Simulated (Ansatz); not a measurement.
# Silicon, hcp under LDA: from relaxation to bulk modulus, part 2 of 2

What does LDA give for silicon in the hcp structure? We relax it, solve it on a dense k-mesh, switch on spin-orbit coupling, then scale the cell to 7 volumes from 88 to 112 % of the relaxed one and try a fit of the equation of state. The k-meshes are 13×13×7 for the relaxation; 22×22×12 for the dense run; 13×13×7 for spin-orbit coupling; 15×15×8 for the volumes.

Ansatz 0.2.0; DFT, LDA (PW92), plane waves (420 eV) with PAW, scalar-relativistic.

## Step 8: Volume × 1.0

This is Si in the hcp structure; at room conditions it is diamond.

The input, input.yaml:

```yaml
crystal:
  lattice:
    - [2.6656454275, 0.0, 0.0]
    - [-1.3328227137, 2.3085166577, 0.0]
    - [0.0, 0.0, 4.4964330871]
  atoms:
    - { symbol: Si, position: [0.3333333333, 0.6666666667, 0.25] }
    - { symbol: Si, position: [0.6666666667, 0.3333333333, 0.75] }
hamiltonian:
  xc: lda
  pseudopotentials:
    kind: paw
    azcp:
      Si: "pseudopotentials/Si.paw.azcp"
basis:
  ecutwfc: 420
  fft_grid_basis: typed
kpoints:
  mp_grid: { grid: [15, 15, 8], shift: [0, 0, 0] }
magnetization:
  spin_polarized: false
scf:
  occupations: { method: fermi_dirac, width: 0.1 }
  lower_state_search: "off"
output:
  stress: true
  write_density: true
  write_potential: true
  elf: true
  volumetric_format: npy
```

Standard output (excerpt; [...] marks lines left out):

```text
Warning: <dir> the record states the generating functional pbe (its physics header spells it `PBE`), which answers neither for hamiltonian.xc's functional nor for the lda family's — results may be inconsistent (PPs are generated against a specific XC)
Warning: RAYON_NUM_THREADS=2 ignored (pool sized by the plan → 2); use --threads N
[...]
Pseudopotentials: kind: paw
Pseudopotential: Si, paw, valence charge 4, recommended cutoff 420 eV (normal), <dir>
Functional definition: SPW92
[...]
Crystal: 2 atoms, lattice volume = 27.670 Å³
Basis set: ecut = 420 eV, 549 PW (Γ)
Bands: 8, of which v1, the nominal top of the filled ones, is band 4 counted from 1 (3 counted from 0)
Symmetry: 24 space group operations
Space group: P63/mmc (ITA 194), of the structure as read, at distance tolerance 3.0e-5 Å
k-points: 135 of 1800
[...]
SCF iter   1: F=—  HF=-1216.478404 eV  |F-HF|=—  |Δ(HF+E_count)|=         —  Δρ=4.52e-3  dr2=3.95e-3  ethr=1.77e-3  ⟨swp⟩=5.3  Hψ=19132  notcnv=0  defer=5
[...]
SCF iter   6: F=-1216.477062 eV  HF=-1216.477062 eV  |F-HF|=6.82e-13  |Δ(HF+E_count)|=   1.58e-9  Δρ=9.14e-8  dr2=1.62e-12  ethr=3.36e-11  ⟨swp⟩=7.1  Hψ=8222  notcnv=0
[...]
SCF converged after 6 iterations
Free energy (F): -1216.477062 eV
[...]
E sigma→0 (E₀):  -1216.464274 eV
Entropy (-TS):   -0.025577 eV (-12.788 meV/atom)
Fermi energy:    11.152093 eV
[...]
--- Stress (GPa, compression-positive) ---
       -0.751758      -0.000000       0.000000
       -0.000000      -0.751758      -0.000000
        0.000000      -0.000000       0.546496
  P = ⅓ Tr σ = -0.3190 GPa (-3.190 kbar)
--- Band table (eV; the first three rows and the last of 135) ---
  k-point 0: bands = ["-3.6813", "2.9422", "3.8150", "20.0664", "20.0664", "21.3789", "21.3789", "21.9527", "22.2349", "24.5232", "25.2108", "25.2108"]
[...]
```

Wall time 1.5 s (2 threads of an Arm CPU, shared host); peak memory 0.31 GiB.

## Step 9: Volume × 1.04

input.yaml: that of step 8 with these lines changed.

```diff
@@ -2,5 +2,5 @@
   lattice:
-    - [2.6656454275, 0.0, 0.0]
-    - [-1.3328227137, 2.3085166577, 0.0]
-    - [0.0, 0.0, 4.4964330871]
+    - [2.7007237321, 0.0, 0.0]
+    - [-1.350361866, 2.3388953606, 0.0]
+    - [0.0, 0.0, 4.5556034658]
   atoms:
@@ -26,5 +26 @@
   stress: true
-  write_density: true
-  write_potential: true
-  elf: true
-  volumetric_format: npy
```

Standard output (excerpt; [...] marks lines left out):

```text
Warning: <dir> the record states the generating functional pbe (its physics header spells it `PBE`), which answers neither for hamiltonian.xc's functional nor for the lda family's — results may be inconsistent (PPs are generated against a specific XC)
Warning: RAYON_NUM_THREADS=2 ignored (pool sized by the plan → 2); use --threads N
[...]
[... 3 set-up lines as earlier in the session ...]
[...]
Crystal: 2 atoms, lattice volume = 28.776 Å³
Basis set: ecut = 420 eV, 549 PW (Γ)
Bands: 8, of which v1, the nominal top of the filled ones, is band 4 counted from 1 (3 counted from 0)
[... 2 set-up lines as earlier in the session ...]
k-points: 135 of 1800
[...]
SCF iter   1: F=—  HF=-1216.464669 eV  |F-HF|=—  |Δ(HF+E_count)|=         —  Δρ=4.56e-3  dr2=4.47e-3  ethr=1.77e-3  ⟨swp⟩=5.4  Hψ=19256  notcnv=0  defer=2
[...]
SCF iter   6: F=-1216.462992 eV  HF=-1216.462992 eV  |F-HF|=7.96e-12  |Δ(HF+E_count)|=   4.77e-9  Δρ=2.16e-7  dr2=1.40e-11  ethr=1.09e-10  ⟨swp⟩=1.1  Hψ=4085  notcnv=0
[...]
SCF converged after 6 iterations
Free energy (F): -1216.462992 eV
[...]
E sigma→0 (E₀):  -1216.449317 eV
Entropy (-TS):   -0.027350 eV (-13.675 meV/atom)
Fermi energy:    10.600385 eV
[...]
--- Stress (GPa, compression-positive) ---
       -4.089444      -0.000000       0.000000
       -0.000000      -4.089444      -0.000000
        0.000000      -0.000000      -2.727818
  P = ⅓ Tr σ = -3.6356 GPa (-36.356 kbar)
```

Run time: 1.1 s. Hardware: 2 threads of an Arm CPU, shared host; peak memory 0.3 GiB.

## Step 10: Volume × 1.08

input.yaml: that of step 9 with these lines changed.

```diff
@@ -2,5 +2,5 @@
   lattice:
-    - [2.7007237321, 0.0, 0.0]
-    - [-1.350361866, 2.3388953606, 0.0]
-    - [0.0, 0.0, 4.5556034658]
+    - [2.734913738, 0.0, 0.0]
+    - [-1.367456869, 2.3685047743, 0.0]
+    - [0.0, 0.0, 4.6132754549]
   atoms:
@@ -26 +26,5 @@
   stress: true
+  write_density: true
+  write_potential: true
+  elf: true
+  volumetric_format: npy
```

Standard output (excerpt; [...] marks lines left out):

```text
Warning: <dir> the record states the generating functional pbe (its physics header spells it `PBE`), which answers neither for hamiltonian.xc's functional nor for the lda family's — results may be inconsistent (PPs are generated against a specific XC)
Warning: RAYON_NUM_THREADS=2 ignored (pool sized by the plan → 2); use --threads N
[...]
[... 3 set-up lines as earlier in the session ...]
[...]
Crystal: 2 atoms, lattice volume = 29.883 Å³
Basis set: ecut = 420 eV, 585 PW (Γ)
Bands: 8, of which v1, the nominal top of the filled ones, is band 4 counted from 1 (3 counted from 0)
[... 2 set-up lines as earlier in the session ...]
k-points: 135 of 1800
[...]
SCF iter   1: F=—  HF=-1216.430146 eV  |F-HF|=—  |Δ(HF+E_count)|=         —  Δρ=4.56e-3  dr2=4.88e-3  ethr=1.77e-3  ⟨swp⟩=5.4  Hψ=19189  notcnv=0  defer=1
[...]
SCF iter   6: F=-1216.428288 eV  HF=-1216.428288 eV  |F-HF|=7.05e-12  |Δ(HF+E_count)|=   4.71e-9  Δρ=2.09e-7  dr2=1.35e-11  ethr=1.08e-10  ⟨swp⟩=7.3  Hψ=8388  notcnv=0
[...]
SCF converged after 6 iterations
Free energy (F): -1216.428288 eV
[...]
E sigma→0 (E₀):  -1216.413943 eV
Entropy (-TS):   -0.028690 eV (-14.345 meV/atom)
Fermi energy:    10.078622 eV
[...]
--- Stress (GPa, compression-positive) ---
       -6.806355      -0.000000       0.000000
        0.000000      -6.806355       0.000000
        0.000000       0.000000      -5.349420
  P = ⅓ Tr σ = -6.3207 GPa (-63.207 kbar)
--- Band table (eV; the first three rows and the last of 135) ---
  k-point 0: bands = ["-4.0295", "2.1192", "3.2650", "18.3720", "18.3720", "19.8096", "19.8096", "20.0320", "20.9398", "22.7423", "23.3317", "23.3317"]
[...]
```

Wall time 1.4 s (2 threads of an Arm CPU, shared host); peak memory 0.31 GiB.

## Step 11: Volume × 1.12

input.yaml: that of step 10 with these lines changed.

```diff
@@ -2,5 +2,5 @@
   lattice:
-    - [2.734913738, 0.0, 0.0]
-    - [-1.367456869, 2.3685047743, 0.0]
-    - [0.0, 0.0, 4.6132754549]
+    - [2.7682696319, 0.0, 0.0]
+    - [-1.384134816, 2.3973918258, 0.0]
+    - [0.0, 0.0, 4.6695404568]
   atoms:
@@ -26,5 +26 @@
   stress: true
-  write_density: true
-  write_potential: true
-  elf: true
-  volumetric_format: npy
```

Standard output (excerpt; [...] marks lines left out):

```text
Warning: <dir> the record states the generating functional pbe (its physics header spells it `PBE`), which answers neither for hamiltonian.xc's functional nor for the lda family's — results may be inconsistent (PPs are generated against a specific XC)
Warning: RAYON_NUM_THREADS=2 ignored (pool sized by the plan → 2); use --threads N
[...]
[... 3 set-up lines as earlier in the session ...]
[...]
Crystal: 2 atoms, lattice volume = 30.990 Å³
Basis set: ecut = 420 eV, 603 PW (Γ)
Bands: 8, of which v1, the nominal top of the filled ones, is band 4 counted from 1 (3 counted from 0)
[... 2 set-up lines as earlier in the session ...]
k-points: 135 of 1800
[...]
SCF iter   1: F=—  HF=-1216.378860 eV  |F-HF|=—  |Δ(HF+E_count)|=         —  Δρ=4.51e-3  dr2=5.17e-3  ethr=1.77e-3  ⟨swp⟩=5.5  Hψ=19124  notcnv=0  defer=2
[...]
SCF iter   6: F=-1216.376823 eV  HF=-1216.376823 eV  |F-HF|=8.87e-12  |Δ(HF+E_count)|=   7.05e-9  Δρ=2.17e-7  dr2=1.50e-11  ethr=1.68e-10  ⟨swp⟩=1.4  Hψ=4130  notcnv=0
[...]
SCF converged after 6 iterations
Free energy (F): -1216.376823 eV
[...]
E sigma→0 (E₀):  -1216.361972 eV
Entropy (-TS):   -0.029702 eV (-14.851 meV/atom)
Fermi energy:    9.584826 eV
[...]
--- Stress (GPa, compression-positive) ---
       -9.022194       0.000000       0.000000
        0.000000      -9.022194       0.000000
        0.000000       0.000000      -7.472380
  P = ⅓ Tr σ = -8.5056 GPa (-85.056 kbar)
```

It took 1.2 s on 2 threads of an Arm CPU, shared host; peak memory 0.31 GiB.

## Step 12: Energy and pressure against volume

The cell was scaled evenly, with its shape and the fractional positions fixed.

| V (Å³/atom) | E − E₀ (meV/atom) | P from the stress (GPa) | P from the fit (GPa) |
| --- | --- | --- | --- |
| 12.175 | 69.5 | 15.69 | 15.73 |
| 12.728 | 27.2 | 9.12 | 9.03 |
| 13.281 | 5.5 | 3.84 | 3.74 |
| 13.835 | 0.2 | -0.32 | -0.45 |
| 14.388 | 7.6 | -3.64 | -3.78 |
| 14.942 | 25.3 | -6.32 | -6.41 |
| 15.495 | 51.3 | -8.51 | -8.50 |

A third-order Birch-Murnaghan fit gives V₀ = 13.769 Å³/atom, B₀ = 95 GPa and B₀′ = 4.8; it misses no point by more than 0.07 meV/atom.

The fit is made to E(σ → 0), while the stress belongs to the free energy F; that is one source of the offset between the two pressures.

## Step 13: Outcome

The summary covers parts 1 to 2.

| quantity | value |
| --- | --- |
| space group (spins left aside) | P6_3/mmc (No. 194) |
| conventional cell | a = 2.666 Å, c = 4.496 Å (c/a = 1.687) |
| volume | 13.835 Å³/atom |
| shortest distance | 2.666 Å |
| gap on the mesh | none (levels filled in part) |
| relative to diamond | +417 meV/atom |
| V₀, B₀, B₀′ | 13.769 Å³/atom, 95 GPa, 4.8 |

What this shows: The relaxation shrank the cell by 7.9 % in volume. Against the reference form of silicon (diamond, computed apart with the same settings) it stands 417 meV/atom higher, so it is far from stable. No gap shows: it is a metal or semimetal at this level. The total energy of the spin-orbit run (on a coarser mesh) lies +3 meV/atom from the scalar one; mesh and treatment of the core enter this figure, so it is no spin-orbit energy. B₀ comes out at 95 GPa; letting shape and positions relax at each volume could only lower it. Relaxation kept the symmetry; phonons were not checked.
